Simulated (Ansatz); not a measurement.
## PbF$_{2}$: computed properties

These are results of DFT PBE, scalar-relativistic, plane waves, PAW in Ansatz 0.2.0, not measurements.

Cutoff 420 eV; k points 8×8×8 on the computed 3-atom cell (Γ-centred); Gaussian smearing, width 0.02 eV; no spin polarisation.

The structure is relaxed at this level of theory with its symmetry kept. Whether it is the stable form of this composition wasn't checked.

Symmetry: Fm-3m, No. 225, cubic system. The conventional cell has a = 6.000 Å, b = 6.000 Å, c = 6.000 Å, α = 90.00°, β = 90.00°, γ = 90.00°. Pb (site symmetry m-3m) is surrounded by 8 F at 2.60 Å. F (site symmetry -43m) is surrounded by 4 Pb at 2.60 Å.

| Property | Result |
| --- | --- |
| Volume per atom | 18.00 Å³ |
| Formation energy from the elements' standard states (uncorrected) | -2.371 eV/atom |
| Kohn–Sham band gap | 4.42 eV, indirect from W to X |
| Löwdin character of the top 1 eV of the valence band | F 2p 71 %, Pb 6s 27 % |
| Löwdin character of the lowest 1 eV of the conduction band | Pb 6p 79 %, F 2p 10 % |
| Electron masses at the edge by Cartesian direction of the standard setting (m_e; degenerate bands sorted by energy; no spin-orbit coupling) | x: 2.5; y: 0.51; z: 0.51 |
| Hole masses at the edge by Cartesian direction of the standard setting (m_e; degenerate bands sorted by energy; no spin-orbit coupling) | x: 9.6; y: 3.1; z: 9.6 |
| Bulk modulus | 67 GPa |
| Its pressure derivative | 5.1 |
| Bader charges (e) | Pb (1 in the cell) 1.58, F (2 in the cell) -0.79 |

Spin-orbit coupling is left out, which matters for the bands of heavy elements.

Cost: 8 runs of about 0.71 core-minutes in all, on Intel Xeon Platinum 8375C (Ice Lake) (shared hosts).